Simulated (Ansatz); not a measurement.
# CuO: equation of state with PBE

CuO:

```
Cu O
1.0
     4.16094    0.00000    0.00000
     0.00000    4.16094    0.00000
     0.00000    0.00000    3.88764
Cu O
3 3
Direct
  0.50000 0.00000 0.50000
  0.00000 0.50000 0.50000
  0.00000 0.00000 0.00000
  0.00000 0.00000 0.50000
  0.50000 0.00000 0.00000
  0.00000 0.50000 0.00000
```

Measurements of this composition are mostly on another form, of space group No. 15.

```
Program             : Ansatz 0.2.0
Task                : equation of state
Functional          : PBE
Potentials or basis : Ansatz PAW
Cutoff              : 420 eV
Density cutoff      : 1680 eV
k mesh              : 7 × 7 × 7
Occupations         : fermi-dirac, width 0.05 eV
Spin                : no spin polarisation
```

| Item | Value |
| --- | --- |
| Equilibrium volume | 11.35 Å³/atom |
| Bulk modulus at fixed shape and positions | 141 GPa |
| Pressure derivative of the bulk modulus | 4.7 |

Energy against volume, from the lowest point:
```
volume (Å³/atom)  energy (meV/atom)
          10.545              28.92
          10.769              14.37
          10.994               5.06
          11.218               0.41
          11.442               0.00
          11.667               3.25
          11.891               9.90
```

All runs of the series together: 13 s on 2 threads of Intel(R) Xeon(R) 6975P-C (Granite Rapids) (shared host).

Caveat: the cell was scaled at fixed shape and fractional positions, which overstates the stiffness of a crystal with free parameters, most of all of layers and chains; the run has no spin polarisation, though such a crystal can be magnetic.
